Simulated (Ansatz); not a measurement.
CaS (rocksalt): G0W0 against its settings

CaS in the rocksalt structure, relaxed with r2SCAN; one-shot G0W0 in Ansatz without spin-orbit coupling. Calculated for a static, non-magnetic cell.

```
Ca S
1.0
     0.00000    2.84795    2.84795
     2.84795    0.00000    2.84795
     2.84795    2.84795    0.00000
Ca S
1 1
Cartesian
  0.0000 0.0000 0.0000
  2.8479 2.8479 2.8479
```

Gaps are read over the mesh points alone. G0W0 values are finite-basis, finite-mesh values.
```json
{"start": "PBE", "potentials": "PAW", "frequency model": "contour deformation", "mesh": "4×4×4", "empty bands": "75", "screening cutoff (eV)": "80", "Kohn-Sham gap (eV)": "2.36", "G0W0 gap (eV)": "3.95", "rough cost": "6 core-seconds"}
{"start": "PBE", "potentials": "PAW", "frequency model": "contour deformation", "mesh": "4×4×4", "empty bands": "173", "screening cutoff (eV)": "140", "Kohn-Sham gap (eV)": "2.36", "G0W0 gap (eV)": "4.10", "rough cost": "23 core-seconds"}
{"start": "PBE", "potentials": "PAW", "frequency model": "contour deformation", "mesh": "4×4×4", "empty bands": "319", "screening cutoff (eV)": "210", "Kohn-Sham gap (eV)": "2.36", "G0W0 gap (eV)": "4.17", "rough cost": "90 core-seconds"}
{"start": "HSE06", "potentials": "PAW", "frequency model": "contour deformation", "mesh": "4×4×4", "empty bands": "173", "screening cutoff (eV)": "140", "Kohn-Sham gap (eV)": "3.41", "G0W0 gap (eV)": "4.53", "rough cost": "80 core-seconds"}
{"start": "LDA", "potentials": "PAW", "frequency model": "contour deformation", "mesh": "4×4×4", "empty bands": "173", "screening cutoff (eV)": "140", "Kohn-Sham gap (eV)": "2.14", "G0W0 gap (eV)": "4.00", "rough cost": "21 core-seconds"}
{"start": "r2SCAN", "potentials": "PAW", "frequency model": "contour deformation", "mesh": "4×4×4", "empty bands": "173", "screening cutoff (eV)": "140", "Kohn-Sham gap (eV)": "2.79", "G0W0 gap (eV)": "4.37", "rough cost": "29 core-seconds"}
{"start": "PBE", "potentials": "PAW", "frequency model": "Godby-Needs pole", "mesh": "4×4×4", "empty bands": "173", "screening cutoff (eV)": "140", "Kohn-Sham gap (eV)": "2.36", "G0W0 gap (eV)": "4.08", "rough cost": "24 core-seconds"}
{"start": "PBE", "potentials": "PAW", "frequency model": "contour deformation", "mesh": "6×6×6", "empty bands": "75", "screening cutoff (eV)": "80", "Kohn-Sham gap (eV)": "2.36", "G0W0 gap (eV)": "3.97", "rough cost": "30 core-seconds"}
{"start": "PBE", "potentials": "norm-conserving", "frequency model": "contour deformation", "mesh": "4×4×4", "empty bands": "173", "screening cutoff (eV)": "140", "Kohn-Sham gap (eV)": "2.36", "G0W0 gap (eV)": "4.04", "rough cost": "40 core-seconds"}
```

The quasiparticle gap on this mesh is 4.17 eV (Γ to X), against 2.36 eV from PBE: +1.81 eV. Renormalisation factors Z lie between 0.75 and 0.80.

Raising bands and cutoff together moves the gap by +0.15 eV (80 to 140 eV), then +0.07 eV (140 to 210 eV); the last step is still large, so the basis limit isn't reached. Starting from HSE06 (3.41 eV against PBE's 2.36 eV) gives 4.53 eV, +0.43 eV from G0W0@PBE at the same screening cutoff. Starting from LDA (2.14 eV against PBE's 2.36 eV) gives 4.00 eV, -0.10 eV from G0W0@PBE at the same screening cutoff. Starting from r2SCAN (2.79 eV against PBE's 2.36 eV) gives 4.37 eV, +0.27 eV from G0W0@PBE at the same screening cutoff. The Godby-Needs plasmon pole differs from contour deformation by -0.02 eV. A 6×6×6 mesh in place of 4×4×4 changes the opening over PBE by +0.01 eV (the gap on the mesh by +0.02 eV). Norm-conserving potentials (wave cutoff 925 eV against 420 eV) shift the quasiparticle gap by -0.06 eV and the PBE gap by 0.00 eV. r2SCAN runs take a wave cutoff of 500 eV.
